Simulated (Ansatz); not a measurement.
Input of an Ansatz 0.2.0 run:

The input input.yaml:

```yaml
crystal:
  lattice:
    - [1.5855, 0.9153888518, 6.1149966667]
    - [-1.5855, 0.9153888518, 6.1149966667]
    - [0.0, -1.8307777036, 6.1149966667]
  atoms:
    - { symbol: Mo, position: [0.0, 0.0, 0.0] }
    - { symbol: S, position: [0.25, 0.25, 0.25] }
    - { symbol: S, position: [0.75, 0.75, 0.75] }
hamiltonian:
  xc: pbesol
  pseudopotentials: { kind: paw }
kpoints:
  mp_grid: { grid: [10, 10, 10] }
scf:
  occupations: { method: fermi_dirac, width: 0.05 }
output:
  forces: true
  stress: true
  eigenvalues: true
```

Potentials or basis: Ansatz PAW.

Command:

```console
$ ansatz run input.yaml --threads 2 --pin off --max-ram 5632MiB --backend cpu --events-out ev --progress --plain --runs-dir out
```

Question: What does it give for the band gap on the k mesh?

Answer: None (metal or under the smearing width).

Question: Predict the pressure.

Answer: 2.9 GPa.

Question: Estimate the largest force.

Answer: 0.759 eV/Å.

Stress tensor (GPa, compression positive):
```
1.13 0.00 0.00
0.00 1.13 0.00
0.00 0.00 6.31
```

Caveat: the cell's inner coordinates are idealised or old, which leaves forces on the atoms; the PAW data sets come from PBE, with cores solved anew for the run's functional, which leaves a small shift of forces and pressure.
